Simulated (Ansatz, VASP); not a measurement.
One calculation of V, two programs

```
V
1.0
     2.63692    0.00000    0.00000
    -1.31846    2.28364    0.00000
     0.00000    0.00000    9.20227
V
4
Direct
  0.00000 0.00000 0.00000
  0.00000 0.00000 0.50000
  0.33333 0.66667 0.75000
  0.66667 0.33333 0.25000
```

Alike in both runs: functional PBE; k mesh 21 × 21 × 6; occupations gaussian, width 0.1 eV; no spin polarisation.

Ansatz relaxed the structure, and its values are those at the end. VASP's run is a single point on that final structure, the one shown.

```csv
,VASP,Ansatz
version,VASP 6.6.1,Ansatz 0.2.0
potentials or method,"VASP PAW PBE potentials, release 64 (V_sv)","scalar-relativistic, plane waves, PAW"
plane-wave cutoff (eV),520,420
valence electrons in the cell,52,52
```

|  | VASP | Ansatz | Ansatz less VASP |
| --- | --- | --- | --- |
| gap on the k mesh at the Fermi level (eV) | none | none | - |
| pressure (GPa) | 0.2 | 0.0 | -0.20 |

A gap of «none» marks a metal or a gap that the smearing closes. With one functional, cell and mesh, what is left measures potentials, basis and numerics.
